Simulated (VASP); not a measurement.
The system is B.

```
B
1.0
     1.88524    0.00000    0.00000
     0.00000    1.88524    0.00000
     0.00000    0.00000    1.88524
B
1
Cartesian
  0.9426 0.9426 0.9426
```

The cell was built by a generator and needn't be a form met in nature.

```yaml
Program: VASP 6.6.1
Task: relaxation of cell and atoms
Functional: PBE
Dispersion: TS
Potentials_or_basis: VASP PAW PBE potentials, release 64 (B)
Cutoff: 600 eV
k_mesh: 14 × 14 × 14
Occupations: fermi-dirac, width 0.05 eV
Spin: no spin polarisation
```

At the start: pressure -9.9 GPa; volume 6.70 Å³/atom.

Q: Where does the relaxation end?

A: Over 4 steps the energy falls by 8.2 meV/atom and the volume is 6.43 Å³/atom (-4.0 %); space group Pm-3m (No. 221, to 0.05 Å).

Step by step:
```csv
step,energy change (eV),largest force (eV/Å),pressure (GPa),volume (Å³)
1,0.0000,0.0000,-9.86,6.70
2,-0.0062,0.0000,5.16,6.31
3,-0.0082,0.0000,-0.29,6.44
4,-0.0082,0.0000,-0.02,6.43
```

Final structure:
```
B
1.0
     1.85955    0.00000    0.00000
     0.00000    1.85955    0.00000
     0.00000    0.00000    1.85955
B
1
Direct
  0.50000 0.50000 0.50000
```

Caveat: atom-pairwise D2, TS and ULG terms overbind metals; pairwise dispersion overbinds metals, which lowers pressure and volume.
